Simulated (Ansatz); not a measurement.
**InSe: relaxation of cell and atoms with r2SCAN+D3(BJ)**

InSe:

```xyz
4
Lattice="2.0000 1.1547 8.4400 -2.0000 1.1547 8.4400 0.0000 -2.3094 8.4400" Properties=species:S:1:pos:R:3 pbc="T T T"
In    0.0000    0.0000   22.4994
In    0.0000    0.0000    0.0000
Se    0.0000    0.0000    4.3525
Se    0.0000    0.0000    9.7102
```

| Quantity | Value |
| --- | --- |
| Program | Ansatz 0.2.0 |
| Task | relaxation of cell and atoms |
| Functional | r2SCAN |
| Dispersion | D3(BJ) |
| Potentials or basis | Ansatz PAW |
| Cutoff | 500 eV (not typed: the program's choice for these potentials) |
| k mesh | 8 × 8 × 8 |
| Occupations | fermi-dirac, width 0.05 eV |
| Spin | no spin polarisation |

```
Relaxed volume                         : 29.58 Å³/atom
Relaxed cell                           : a = 8.756 Å, b = 8.756 Å, c = 8.756 Å, α = 26.56°, β = 26.56°, γ = 26.56°
Space group after relaxing (to 0.05 Å) : R3m (No. 160)
Energy gained by relaxing              : 1.6 meV/atom
Ionic steps                            : 4
Pressure after relaxing                : 0.0 GPa
Largest force after relaxing           : 0.004 eV/Å
Band gap on the k mesh                 : 0.83 eV
```

Forces in eV/Å, atoms in the order of the input:
```
In   0.000  0.000  0.003
In   0.000  0.000 -0.004
Se   0.000  0.000  0.000
Se   0.000  0.000  0.001
```

The path:
```
step  energy change (eV)  largest force (eV/Å)  volume (Å³)
   1              0.0000                0.2351       116.95
   2             -0.0060                0.0269       118.52
   3             -0.0062                0.0037       118.34
   4             -0.0063                0.0038       118.34
```

Final structure:
```
In Se
1.0
     2.01156    1.16137    8.44233
    -2.01156    1.16137    8.44233
     0.00000   -2.32275    8.44233
In Se
2 2
Direct
  0.88932 0.88932 0.88932
  0.99934 0.99934 0.99934
  0.17282 0.17282 0.17282
  0.38252 0.38252 0.38252
```

Wall time 2.3 min on 2 threads of Arm Neoverse V1, with other jobs on the host, peak memory 0.72 GiB.

Caveat: the plane-wave basis is chosen anew once the cell has moved, so the energies of steps on either side of that aren't comparable; spin-orbit coupling is left out, which moves the levels of the heavy elements; the PAW data sets come from PBE, with cores solved anew for the run's functional, which leaves a small shift of forces and pressure; the dispersion damping was fitted for another functional or another form of the correction. Zero-point motion and thermal expansion aren't in these numbers.
